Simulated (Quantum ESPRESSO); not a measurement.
# ZrC: phonon dispersion with LDA

ZrC:

```
Zr C
1.0
     0.00000    2.36500    2.36500
     2.36500    0.00000    2.36500
     2.36500    2.36500    0.00000
Zr C
1 1
Direct
  0.50000 0.50000 0.50000
  0.00000 0.00000 0.00000
```

- Program: Quantum ESPRESSO 7.5
- Task: phonon dispersion
- Functional: LDA
- Potentials or basis: PseudoDojo 0.4.1 SR LDA standard
- Cutoff: 1116 eV
- Density cutoff: 4463 eV
- k mesh: 8 × 8 × 8
- Occupations: cold, width 0.2 eV
- Spin: no spin polarisation
- Form of the LDA correlation: PW92
- Mixing beta: 0.5
- Most SCF iterations: 120
- SCF threshold: 4e-10 Ry
- q mesh: 2 × 2 × 2

| Quantity | Value |
| --- | --- |
| Relaxed volume | 12.51 Å³/atom |
| Relaxed cell | a = 3.283 Å, b = 3.283 Å, c = 3.283 Å, α = 60.00°, β = 60.00°, γ = 60.00° |
| Space group after relaxing (to 0.05 Å) | Fm-3m (No. 225) |
| Pressure after relaxing | 0.0 GPa |
| Band gap on the k mesh | none (metal or under the smearing width) |
| Highest phonon frequency | 677 cm⁻¹ |
| Zero-point energy | 0.071 eV/atom |

Step by step:
```tsv
step	energy change (eV)	largest force (eV/Å)	pressure (GPa)	volume (Å³)
1	0.0000	0.0000	-12.29	26.46
2	-0.0562	0.0000	1.96	24.83
3	-0.0574	0.0000	-0.16	25.04
4	-0.0574	0.0000	0.00	25.03
```

Final structure:
```
Zr C
1.0
     0.00000    2.32163    2.32163
     2.32163    0.00000    2.32163
     2.32163    2.32163    0.00000
Zr C
1 1
Direct
  0.50000 0.50000 0.50000
  0.00000 0.00000 0.00000
```

Levels at points of the mesh, in eV from the Fermi level:
| k point | band 4 | band 5 | band 6 | band 7 | band 8 | band 9 | band 10 | band 11 | band 12 | band 13 |
| --- | --- | --- | --- | --- | --- | --- | --- | --- | --- | --- |
| (0.00, 0.00, 0.00) | -25.54 | -11.28 | 0.99 | 0.99 | 0.99 | 1.08 | 1.08 | 1.08 | 2.94 | 2.94 |
| (0.00, 0.00, -0.50) | -25.63 | -7.93 | -5.44 | -3.04 | -3.04 | 4.68 | 4.68 | 5.54 | 6.79 | 10.58 |
| (0.00, -0.50, -0.50) | -25.86 | -10.11 | -1.94 | -1.90 | 0.14 | 0.14 | 4.68 | 5.92 | 5.92 | 8.55 |

Phonon frequencies in cm⁻¹ (negative: imaginary):
| q point | frequencies |
| --- | --- |
| (0.000, 0.000, 0.000) | 0 0 0 461 461 461 |
| (0.318, 0.000, 0.318) | 206 206 248 504 504 546 |
| (0.500, 0.150, 0.650) | 232 242 271 507 520 555 |
| (0.346, 0.346, 0.692) | 207 265 277 502 565 573 |
| (0.144, 0.144, 0.288) | 128 170 221 484 511 550 |
| (0.091, 0.091, 0.091) | 62 62 103 467 467 480 |
| (0.409, 0.409, 0.409) | 187 187 324 532 532 662 |
| (0.589, 0.321, 0.589) | 205 244 295 509 549 602 |
| (0.500, 0.275, 0.725) | 231 258 265 516 549 555 |
| (0.500, 0.450, 0.550) | 195 200 331 534 539 668 |
| (0.431, 0.431, 0.639) | 201 229 310 518 545 628 |
| (0.562, 0.125, 0.562) | 222 238 274 488 505 551 |

Phonon frequencies at the corners of the path (cm⁻¹, interpolated; i marks imaginary ones):
| point | frequencies |
| --- | --- |
| Γ | 0 0 0 461 461 461 |
| X | 225 225 275 484 484 546 |
| W | 236 260 260 518 549 549 |
| K | 213 265 269 498 552 561 |
| L | 193 193 335 538 538 677 |
| U | 213 265 269 498 552 561 |

Phonon states per cell in windows of 50 cm⁻¹ (negative: imaginary):
| from (cm⁻¹) | total | Zr | C |
| --- | --- | --- | --- |
| 0 | 0.00 | 0.00 | 0.00 |
| 50 | 0.03 | 0.03 | 0.00 |
| 100 | 0.13 | 0.12 | 0.01 |
| 150 | 0.67 | 0.65 | 0.01 |
| 200 | 1.21 | 1.20 | 0.01 |
| 250 | 0.76 | 0.76 | 0.00 |
| 300 | 0.20 | 0.19 | 0.00 |
| 350 | 0.00 | 0.00 | 0.00 |
| 400 | 0.00 | 0.00 | 0.00 |
| 450 | 0.29 | 0.01 | 0.27 |
| 500 | 1.68 | 0.02 | 1.66 |
| 550 | 0.66 | 0.00 | 0.66 |
| 600 | 0.32 | 0.00 | 0.32 |
| 650 | 0.04 | 0.00 | 0.04 |

Harmonic thermodynamics per atom at this volume (zero-point energy 71.4 meV, Debye temperature from the second moment 775 K):
```
 T (K)  free energy (meV)  entropy (k_B)  heat capacity Cv (k_B)
    50               71.4           0.04                    0.14
   100               70.7           0.31                    0.72
   200               64.6           1.13                    1.69
298.15               51.7           1.91                    2.23
   500                6.7           3.19                    2.68
   800              -93.9           4.50                    2.86
```

Run time: 6.7 min on 1 thread of Intel(R) Xeon(R) 6975P-C (Granite Rapids), on a shared host, peak memory 0.09 GiB.

Caveat: the mesh is thin for the phonons of a metal; the q mesh is small, so phonon branches between its points and thermal values are rough.
